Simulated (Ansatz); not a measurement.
Geometry optimisation, Ansatz, DFT PBEsol, scalar-relativistic, plane waves, PAW.

input.yaml

```yaml
crystal:
  lattice:
    - [5.944095, 0.0, 0.0]
    - [0.0, 5.79935, 0.0]
    - [0.0, 0.0, 18.005694]
  atoms:
    - { symbol: Nb, position: [0.0, 0.24999999, 0.10318715] }
    - { symbol: "N", position: [0.25000002, 0.0, 0.05553799] }
    - { symbol: Nb, position: [0.25000002, 0.24999999, 0.24613464] }
    - { symbol: "N", position: [0.0, 0.0, 0.19848548] }
    - { symbol: Nb, position: [0.0, 0.24999999, 0.38908214] }
    - { symbol: "N", position: [0.25000002, 0.0, 0.34143297] }
    - { symbol: Nb, position: [0.0, 0.74999997, 0.10318715] }
    - { symbol: "N", position: [0.25000002, 0.49999998, 0.05553799] }
    - { symbol: Nb, position: [0.25000002, 0.74999997, 0.24613464] }
    - { symbol: "N", position: [0.0, 0.49999998, 0.19848548] }
    - { symbol: Nb, position: [0.0, 0.74999997, 0.38908214] }
    - { symbol: "N", position: [0.25000002, 0.49999998, 0.34143297] }
    - { symbol: Nb, position: [0.50000004, 0.24999999, 0.10318715] }
    - { symbol: "N", position: [0.75000005, 0.0, 0.05553799] }
    - { symbol: Nb, position: [0.75000005, 0.24999999, 0.24613464] }
    - { symbol: "N", position: [0.50000004, 0.0, 0.19848548] }
    - { symbol: Nb, position: [0.50000004, 0.24999999, 0.38908214] }
    - { symbol: "N", position: [0.75000005, 0.0, 0.34143297] }
    - { symbol: Nb, position: [0.50000004, 0.74999997, 0.10318715] }
    - { symbol: "N", position: [0.75000005, 0.49999998, 0.05553799] }
    - { symbol: Nb, position: [0.75000005, 0.74999997, 0.24613464] }
    - { symbol: "N", position: [0.50000004, 0.49999998, 0.19848548] }
    - { symbol: Nb, position: [0.50000004, 0.74999997, 0.38908214] }
    - { symbol: "N", position: [0.75000005, 0.49999998, 0.34143297] }
    - { symbol: "N", position: [0.25000002, 0.24999999, 0.49515969] }
    - { symbol: H, position: [0.16666668, -0.24999999, 0.48516286] }
    - { symbol: H, position: [0.28937275, 0.40635676, 0.52737173] }
    - { symbol: H, position: [0.09802047, 0.20744601, 0.52737173] }
basis:
  ecutwfc: 420.0
kpoints:
  mp_grid: { grid: [2, 2, 1] }
hamiltonian:
  xc: pbesol
scf:
  occupations: { method: gaussian, width: 0.02 }
  lower_state_search: "off"
relax:
  f_tol: 0.03
  max_steps: 60
  adjacent_minimum: "off"
  constraints: [{ sites: [0, 1, 6, 7, 12, 13, 18, 19] }]
```

Run as:

```bash
$ ansatz run input.yaml --threads 2 --pin off --max-ram 5120MiB --backend cpu --events-out ev --progress --plain --runs-dir out
```

Question: Where does it end, and by what steps?

Answer: The run converged. Limits of this set-up: coarse k mesh, thin slab, slab without dipole correction, no dispersion correction for a molecule that may bind weakly, a typed lattice constant that wasn't relaxed here. After 8 steps the energy has fallen by 1.891 eV; H28 moved furthest, 1.11 Å. Joined: Nb23–H26 (2.63 → 1.99 Å).

```json
{"step": "0", "energy less start (eV)": "0.0000", "largest force component (eV/Å)": "1.860", "accepted": "yes"}
{"step": "1", "energy less start (eV)": "-0.7725", "largest force component (eV/Å)": "1.647", "accepted": "yes"}
{"step": "2", "energy less start (eV)": "-1.2499", "largest force component (eV/Å)": "1.441", "accepted": "yes"}
{"step": "3", "energy less start (eV)": "-1.5965", "largest force component (eV/Å)": "1.034", "accepted": "yes"}
{"step": "4", "energy less start (eV)": "-1.7457", "largest force component (eV/Å)": "0.619", "accepted": "yes"}
{"step": "5", "energy less start (eV)": "-1.8509", "largest force component (eV/Å)": "0.624", "accepted": "yes"}
{"step": "6", "energy less start (eV)": "-1.8873", "largest force component (eV/Å)": "0.122", "accepted": "yes"}
{"step": "7", "energy less start (eV)": "-1.8901", "largest force component (eV/Å)": "0.052", "accepted": "yes"}
{"step": "8", "energy less start (eV)": "-1.8907", "largest force component (eV/Å)": "0.007", "accepted": "yes"}
```

```xyz
28
Lattice="5.9441 0.0000 0.0000 0.0000 5.7993 0.0000 0.0000 0.0000 18.0057" Properties=species:S:1:pos:R:3
Nb 0.000 1.450 1.858
N 1.486 0.000 1.000
Nb 1.486 1.450 4.433
N 0.000 0.004 3.556
Nb -0.024 1.450 6.987
N 1.485 -0.019 6.091
Nb 0.000 4.350 1.858
N 1.486 2.900 1.000
Nb 1.486 4.350 4.413
N 0.000 2.896 3.555
Nb -0.023 4.351 6.899
N 1.485 2.921 6.093
Nb 2.972 1.450 1.858
N 4.458 0.000 1.000
Nb 4.457 1.450 4.416
N 2.972 0.004 3.556
Nb 2.994 1.451 6.987
N 4.456 0.003 6.099
Nb 2.972 4.350 1.858
N 4.458 2.900 1.000
Nb 4.457 4.350 4.401
N 2.972 2.896 3.556
Nb 2.992 4.351 6.899
N 4.457 2.899 6.100
N 1.485 1.459 8.582
H 1.484 -1.446 8.199
H 1.484 2.298 9.169
H 1.485 0.636 9.192
```

Whether the end is a true minimum wasn't checked by a vibrational analysis.

The run took 67 s on 2 threads of Intel(R) Xeon(R) Platinum 8488C (Sapphire Rapids), with other jobs on the host, peak memory 1.3 GiB.
